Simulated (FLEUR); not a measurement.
## KTaO3: equation of state with PBE

Crystal: KTaO3.

```xyz
5
Lattice="3.9883 0.0000 0.0000 0.0000 3.9883 0.0000 0.0000 0.0000 3.9883" Properties=species:S:1:pos:R:3 pbc="T T T"
Ta    0.0000    0.0000    0.0000
K     1.9942    1.9942    1.9942
O     0.0000    0.0000    1.9942
O     0.0000    1.9942    0.0000
O     1.9942    0.0000    0.0000
```

```yaml
Program: FLEUR MaX-R8.1 (later development tree)
Task: equation of state
Functional: PBE
Potentials_or_basis: all-electron
Basis: FLAPW
Kmax: 5.58 1/bohr
k_mesh: 7 × 7 × 7
Occupations: fermi-dirac, width 0.05 eV
Spin: no spin polarisation
```

| Quantity | Value |
| --- | --- |
| Equilibrium volume | 13.05 Å³/atom |
| Bulk modulus | 186 GPa |
| Pressure derivative of the bulk modulus | 4.4 |

Energy against volume, from the lowest point:
| volume (Å³/atom) | energy (meV/atom) |
| --- | --- |
| 11.927 | 65.26 |
| 12.180 | 37.31 |
| 12.434 | 17.73 |
| 12.688 | 5.47 |
| 12.942 | 0.00 |
| 13.196 | 0.41 |
| 13.449 | 6.34 |

Caveat: the cutoff is high for the widest sphere, where the basis turns nearly dependent and energies can drift low. PBE usually gives volumes a little too large and moduli too small.
